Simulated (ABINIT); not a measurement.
Runs of ABINIT 10.8.3 (patched build) on Co. It takes space group P-3m1 (No. 164, trigonal). The conventional cell has a = 2.487 Å, b = 2.487 Å, c = 4.063 Å, α = 90.00°, β = 90.00°, γ = 120.00°. Co (site symmetry 3m) is surrounded by 12 Co at 2.42 to 2.55 Å.

```csv
spin,gap on the mesh (eV),pressure (GPa),moment (μB),largest force (eV/Å)
"collinear, random start",none,1.4,3.33,0.49
"collinear, antiferromagnetic start",none,(b),0.00,0.65
"collinear, ferromagnetic start",none,1.4,3.33,0.49
off,none,(a),-,0.60
```

Alike in all rows: task single point; level PBE; potentials or basis JTH PAW PBE v2.0; cell as given; k mesh 10 × 10 × 6; cutoff (eV) 707; smearing fermi-dirac 0.05 eV.

Task: Fill in the values left out.

Result: (a) -10.6; (b) -5.3.

A gap of «none» marks a metal or a gap under the smearing width.
